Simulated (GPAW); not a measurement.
Sn, 2 atoms in the cell. The structure is cubic, space group Fd-3m (No. 227). The conventional cell has a = 6.467 Å, b = 6.467 Å, c = 6.467 Å, α = 90.00°, β = 90.00°, γ = 90.00°. Sn (site symmetry -43m) is surrounded by 4 Sn at 2.80 Å. This isn't the form of Sn at room conditions, which is tetragonal (white tin).

- Program: GPAW 26.7.0
- Task: relaxation of cell and atoms
- Functional: BLYP
- Potentials or basis: PAW data sets generated in the run's folder for this functional
- Cutoff: 600 eV
- Basis: pw
- k mesh: 7 × 7 × 7
- Occupations: fermi-dirac, width 0.05 eV
- Spin: no spin polarisation
- Eigensolver: davidson
- Maxiter: 150
- Optimizer: BFGS
- Fmax: 0.05 eV/Å
- Max steps: 60
- Convergence: density=1e-05 forces=0.0001

Potentials or basis: PAW data sets generated in the run's folder for this functional, pw.

Run with:

```sh
$ gpaw-setup -f BLYP Sn
$ OMP_NUM_THREADS=1 python run.py
```

Hardware: 1 thread of Arm Neoverse V2, with other jobs on the host.

Question: Estimate the wall time of this run.

Answer: It took 69 s on 1 thread of Arm Neoverse V2 (shared host), peak memory 0.24 GiB. Counts: scf iterations 44, plane waves 2281, bands 24, k points 20, ion steps 4.
